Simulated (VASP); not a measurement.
# Li2S (Fm-3m) in VASP: equation of state, part 2 of 2

VASP 6.6.1. Earlier steps stand in the parts before.

## (6) Equation of state, PBE, 15.96 Å³/atom (volume scaled by 1.04)

INCAR reads:

```
SYSTEM = Li2S
ALGO     = Normal         ! electronic algorithm
EDIFF    = 1E-7           ! SCF threshold, eV
ENCUT    = 520            ! plane-wave cutoff, eV
GGA      = PE             ! functional
ISIF     = 2              ! what is computed and relaxed
ISMEAR   = -1             ! smearing method
LASPH    = .TRUE.         ! aspherical terms in the spheres
LCHARG   = .FALSE.        ! write CHGCAR
LREAL    = .FALSE.        ! projectors in reciprocal space
LWAVE    = .FALSE.        ! write WAVECAR
NBANDS   = 13             ! bands
NELM     = 100            ! most SCF steps
PREC     = Accurate       ! precision mode
SIGMA    = 0.05           ! smearing width, eV
```

KPOINTS reads:

```
k-points
0
G
  8 8 8
  0 0 0
```

POSCAR reads:

```
Li2S
1.0
    0.0000000000      2.8819319242      2.8819319242
    2.8819319242      0.0000000000      2.8819319242
    2.8819319242      2.8819319242      0.0000000000
S Li
1 2
Direct
    0.0000000000      0.0000000000      0.0000000000
    0.7500000000      0.7500000000      0.7500000000
    0.2500000000      0.2500000000      0.2500000000
```

Potentials or basis: VASP PAW PBE potentials, release 64 (S, Li_sv).

The run is started by

```bash
cat potpaw_PBE.64/S/POTCAR potpaw_PBE.64/Li_sv/POTCAR > POTCAR
mpirun -np 1 vasp_std > vasp.out
```

OUTCAR:

```text
SYSTEM = Li2S
   EDIFF = 1E-7
   ENCUT = 520
   GGA = PE
   ISIF = 2
   ISMEAR = -1
   LASPH = .TRUE.
   LREAL = .FALSE.
   NELM = 100
   PREC = Accurate

 ion  position               nearest neighbor table
   1  0.000  0.000  0.000-   2 2.50   2 2.50   2 2.50   2 2.50   3 2.50   3 2.50   3 2.50   3 2.50

   2  0.750  0.750  0.750-   1 2.50   1 2.50   1 2.50   1 2.50
   3  0.250  0.250  0.250-   1 2.50   1 2.50   1 2.50   1 2.50

  LATTYP: Found a face centered cubic cell.
 ALAT       =     5.7638638484

  Lattice vectors:

 A1 = (   0.0000000000,   2.8819319242,   2.8819319242)
 A2 = (   2.8819319242,   0.0000000000,   2.8819319242)
 A3 = (   2.8819319242,   2.8819319242,   0.0000000000)

Analysis of symmetry for initial positions (statically):
=====================================================================
 Subroutine PRICEL returns:
 Original cell was already a primitive cell.

 Routine SETGRP: Setting up the symmetry group for a
 face centered cubic supercell.

 Subroutine GETGRP returns: Found 48 space group operations
 (whereof 48 operations were pure point group operations)
 out of a pool of 48 trial point group operations.

The static configuration has the point symmetry O_h .

Analysis of symmetry for dynamics (positions and initial velocities):
=====================================================================
 Subroutine PRICEL returns:
 Original cell was already a primitive cell.

 Routine SETGRP: Setting up the symmetry group for a
 face centered cubic supercell.

 Subroutine GETGRP returns: Found 48 space group operations
 (whereof 48 operations were pure point group operations)
 out of a pool of 48 trial point group operations.

The dynamic configuration has the point symmetry O_h .

 Subroutine INISYM returns: Found 48 space group operations
 (whereof 48 operations are pure point group operations),
 and found     1 'primitive' translations

----------------------------------------------------------------------------------------
[... 129 lines left out ...]
   LRPA    =     F    only Hartree local field effects (RPA)
 non-spin polarized calculation
  energy-cutoff  :      520.00
  volume of cell :       47.87
 maximum number of plane-waves:      1308
   NGX = 15   NGY = 15   NGZ = 15

 number of electron      11.9999974 magnetization

 Free energy of the ion-electron system (eV)
  ---------------------------------------------------
  ext. energy  EPLUGINS =         0.00000000
  ---------------------------------------------------
  free energy    TOTEN  =       -11.99090312 eV

  energy without entropy =      -11.99090312  energy(sigma->0) =      -11.99090312

 E-fermi :   2.2439     XC(G=0):  -8.3780

 val. band max:        1.2583147074   @ k =   0.0000   0.0000   0.0000
 cond. band min:       4.6667978065   @ k =   0.5000   0.5000   0.0000
 fundamental gap:      3.4084830990
 Fermi energy:         2.2439093025

 k-point     1 :       0.0000    0.0000    0.0000
  band No.  band energies     occupation
      1     -42.9906      2.00000
      2     -42.9533      2.00000
      3      -9.6753      2.00000
      4       1.2583      2.00000
      5       1.2583      2.00000
      6       1.2583      2.00000
      7       5.3623      0.00000
      8       7.4691      0.00000
      9       7.4691      0.00000
     10       7.4691      0.00000
     11      12.3465      0.00000
     12      12.3465      0.00000
     13      13.5087      0.00000
[... 434 lines left out ...]
  band No.  band energies     occupation
      1     -42.9711      2.00000
      2     -42.9711      2.00000
      3      -9.1417      2.00000
      4      -0.4952      2.00000
      5      -0.4952      2.00000
      6      -0.4107      2.00000
      7       6.6884      0.00000
      8       8.4282      0.00000
      9      10.0191      0.00000
     10      10.0191      0.00000
     11      12.9016      0.00000
     12      12.9016      0.00000
     13      13.7555      0.00000

------------------------ aborting loop because EDIFF is reached ----------------------------------------

  FORCE on cell =-STRESS in cart. coord.  units (eV):
  Direction    XX          YY          ZZ          XY          YZ          ZX
  --------------------------------------------------------------------------------------
  -------------------------------------------------------------------------------------
  Total       -0.3746033     -0.3746033     -0.3746033      0.0000000      0.0000000     -0.0000000
  in kB      -12.5372138    -12.5372138    -12.5372138      0.0000000      0.0000000     -0.0000000
  external PRESSURE =     -12.5372138 kB  Pullay stress =       0.0000000 kB

 VOLUME and BASIS-vectors are now :
 -----------------------------------------------------------------------------
  energy-cutoff  :      520.00
  volume of cell :       47.87
      direct lattice vectors                 reciprocal lattice vectors
     0.000000000  2.881931924  2.881931924    -0.173494730  0.173494730  0.173494730
     2.881931924  0.000000000  2.881931924     0.173494730 -0.173494730  0.173494730
     2.881931924  2.881931924  0.000000000     0.173494730  0.173494730 -0.173494730

 POSITION                                       TOTAL-FORCE (eV/Angst)
 -----------------------------------------------------------------------------------
      0.00000      0.00000      0.00000         0.000000      0.000000      0.000000
      4.32290      4.32290      4.32290         0.000000     -0.000000     -0.000000
      1.44097      1.44097      1.44097        -0.000000     -0.000000      0.000000
 -----------------------------------------------------------------------------------
    total drift:                                0.000000     -0.000000      0.000000

  FREE ENERGIE OF THE ION-ELECTRON SYSTEM (eV)
  ---------------------------------------------------
  free  energy   TOTEN  =       -11.9909031236 eV

  energy  without entropy=      -11.9909031235  energy(sigma->0) =      -11.99090312
```

OSZICAR:

```text
N       E                     dE             d eps       ncg     rms          rms(c)
DAV:   1     0.464749459303E+02    0.46475E+02   -0.53271E+03   754   0.906E+02
DAV:   2    -0.460500979440E+01   -0.51080E+02   -0.48808E+02   940   0.192E+02
DAV:   3    -0.121454344610E+02   -0.75404E+01   -0.74933E+01  1457   0.474E+01
DAV:   4    -0.122950404909E+02   -0.14961E+00   -0.14951E+00  1022   0.981E+00
DAV:   5    -0.122993608252E+02   -0.43203E-02   -0.43201E-02  1191   0.116E+00    0.380E+00
DAV:   6    -0.119942187423E+02    0.30514E+00   -0.53100E-01   903   0.287E+00    0.282E+00
DAV:   7    -0.119795655550E+02    0.14653E-01   -0.13623E-01  1062   0.164E+00    0.178E+00
DAV:   8    -0.119913471760E+02   -0.11782E-01   -0.30639E-02   969   0.949E-01    0.800E-01
DAV:   9    -0.119907171807E+02    0.63000E-03   -0.10511E-03  1026   0.194E-01    0.498E-01
DAV:  10    -0.119909185227E+02   -0.20134E-03   -0.18248E-03   849   0.210E-01    0.311E-01
DAV:  11    -0.119908972283E+02    0.21294E-04   -0.12642E-04  1060   0.742E-02    0.110E-01
DAV:  12    -0.119908998550E+02   -0.26267E-05   -0.36522E-06   969   0.146E-02    0.843E-02
DAV:  13    -0.119909030290E+02   -0.31740E-05   -0.14277E-05   913   0.195E-02    0.277E-03
DAV:  14    -0.119909031236E+02   -0.94551E-07   -0.95142E-07   980   0.762E-03
   1 F= -.11990903E+02 E0= -.11990903E+02  d E =-.939280E-10
```

stdout:

```text
POSCAR found type information on POSCAR S Li
 POSCAR found :  2 types and       3 ions
 scaLAPACK will be used
 LDA part: xc-table for (Slater+PW92), standard interpolation
 POSCAR, INCAR and KPOINTS ok, starting setup
 FFT: planning ... GRIDC
 FFT: planning ... GRID_SOFT
 FFT: planning ... GRID
 WAVECAR not read
 entering main loop
```

It took 25 s on 1 thread of AMD EPYC 7R13 (Zen 3), shared host; peak memory 0.13 GiB.

What came out:

```yaml
Free_energy: -11.9909 eV
Band_gap_on_the_k_mesh: 3.41 eV, indirect (least direct gap 4.10 eV)
```

Caveat: the cutoff is under 1.25 times the usual one of these potentials, so pressure, stress and relaxed cells hold a basis-set (Pulay) error.

## (7) Equation of state, PBE, 16.26 Å³/atom (volume scaled by 1.06)

INCAR reads:

```
SYSTEM = Li2S
ALGO     = Normal         ! electronic algorithm
EDIFF    = 1E-7           ! SCF threshold, eV
ENCUT    = 520            ! plane-wave cutoff, eV
GGA      = PE             ! functional
ISIF     = 2              ! what is computed and relaxed
ISMEAR   = -1             ! smearing method
LASPH    = .True.         ! aspherical terms in the spheres
LCHARG   = .False.        ! write CHGCAR
LREAL    = .False.        ! projectors in reciprocal space
LWAVE    = .False.        ! write WAVECAR
NBANDS   = 13             ! bands
NELM     = 60             ! most SCF steps
PREC     = Accurate       ! precision mode
SIGMA    = 0.05           ! smearing width, eV
```

KPOINTS reads:

```
k-points
0
Gamma
  8 8 8
  0 0 0
```

POSCAR reads:

```
Li2S
1.0
    0.0000000000      2.9002886734      2.9002886734
    2.9002886734      0.0000000000      2.9002886734
    2.9002886734      2.9002886734      0.0000000000
S Li
1 2
Direct
    0.0000000000      0.0000000000      0.0000000000
    0.7500000000      0.7500000000      0.7500000000
    0.2500000000      0.2500000000      0.2500000000
```

The run is started by

```bash
cat potpaw_PBE.64/S/POTCAR potpaw_PBE.64/Li_sv/POTCAR > POTCAR
mpirun -np 1 vasp_std > vasp.out
```

It took 32 s on 1 thread of AMD EPYC 7R13 (Zen 3), shared host; peak memory 0.14 GiB.

It converged, with:

* Free energy: -11.9824 eV
* Band gap on the k mesh: 3.42 eV, indirect (least direct gap 4.01 eV)

Caveat: the cutoff is under 1.25 times the usual one of these potentials, so pressure, stress and relaxed cells hold a basis-set (Pulay) error.

## (8) Equation of state, PBE

Potentials or basis: VASP PAW PBE potentials, release 64 (S, Li_sv).

No new run: the results of the series are fitted here.

Results:

- Equilibrium volume: 15.49 Å³/atom
- Bulk modulus: 41 GPa
- Pressure derivative of the bulk modulus: 3.9

Energy against volume, from the lowest point:
```
volume (Å³/atom)  energy (meV/atom)
          14.423              10.30
          14.730               4.97
          15.037               1.59
          15.344               0.00
          15.650               0.03
          15.957               1.54
          16.264               4.37
```

Caveat: the cutoff is under 1.25 times the usual one of these potentials, so pressure, stress and relaxed cells hold a basis-set (Pulay) error.
